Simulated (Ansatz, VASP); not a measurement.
# AlFe, level by level in two programs

```
CELL_PARAMETERS angstrom
2.91000 0.00000 0.00000
0.00000 2.91000 0.00000
0.00000 0.00000 2.91000
ATOMIC_POSITIONS crystal
Fe 0.50000 0.50000 0.50000
Al 0.00000 0.00000 0.00000
```

Single points on this cell with VASP 6.6.1 and Ansatz 0.2.0. Each row is one pair of runs. Alike in all rows: k mesh: 9 × 9 × 9; smearing: fermi-dirac, width 0.05 eV; VASP's potentials, cutoff: VASP PAW PBE potentials, release 64 (Fe, Al), 520 eV; Ansatz's potentials, cutoff: Ansatz PAW, 420 eV.

```tsv
level	spin	gap on the k mesh at the Fermi level (eV), VASP	gap on the k mesh at the Fermi level (eV), Ansatz	pressure (GPa), VASP	pressure (GPa), Ansatz
PBE	off	none	none	-7.1	-7.1
PBE	collinear, typed start	none	none	-6.1	-6.1
PBEsol	off	none	none	-12.0	-12.3
PBEsol	collinear, typed start	none	none	-11.1	-11.2
```

Pressure (GPa): the two programs differ by at most 0.23.

A gap of «none» marks a metal or a gap that the smearing closes.

Caveats: the PAW data sets were made with another functional, which shifts forces and pressure a little (VASP); the PAW data sets come from PBE, with cores solved anew for the run's functional, which leaves a small shift of forces and pressure (Ansatz).
